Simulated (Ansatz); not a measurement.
Two-dimensional strain map in CdTe

Theory: DFT r2SCAN, scalar-relativistic, plane waves, PAW (Ansatz). The runs took a 500 eV cutoff, a Γ-centred 8×8×8 mesh and Gaussian smearing (0.05 eV). No spin polarisation. Energies are free energies at this smearing, counted from the undisturbed cell; pressure is positive in compression.

The starting cell (as given, not relaxed at this level; it stands at 3.2 GPa):

```xyz
2
Lattice="0.0000 3.2050 3.2050 3.2050 0.0000 3.2050 3.2050 3.2050 0.0000" Properties=species:S:1:pos:R:3 pbc="T T T"
Cd    0.0000    0.0000    0.0000
Te    4.8075    4.8075    4.8075
```

The cell is strained by p along both x and y and by q along z, fractional coordinates fixed. Points are written (p, q).

Energy above the undisturbed cell in meV/atom (a dash: not computed):

| p \ q | -0.050 | -0.025 | 0.000 | 0.025 | 0.050 |
| --- | --- | --- | --- | --- | --- |
| -0.050 | 245.0 | 181.6 | ? | 90.4 | 61.1 |
| -0.025 | 127.8 | 82.9 | 48.3 | 23.2 | 7.3 |
| 0.000 | 50.2 | 20.8 | 0.0 | -12.5 | -17.3 |
| 0.025 | 6.1 | -10.5 | ? | -21.8 | ? |
| 0.050 | ? | -15.7 | -15.3 | -8.9 | 3.2 |

(1) Fill in the withheld energies.

## Answers

(1) (-0.050, 0.000): 130.3; (0.025, 0.000): -19.7; (0.025, 0.050): -17.3; (0.050, -0.050): -9.9.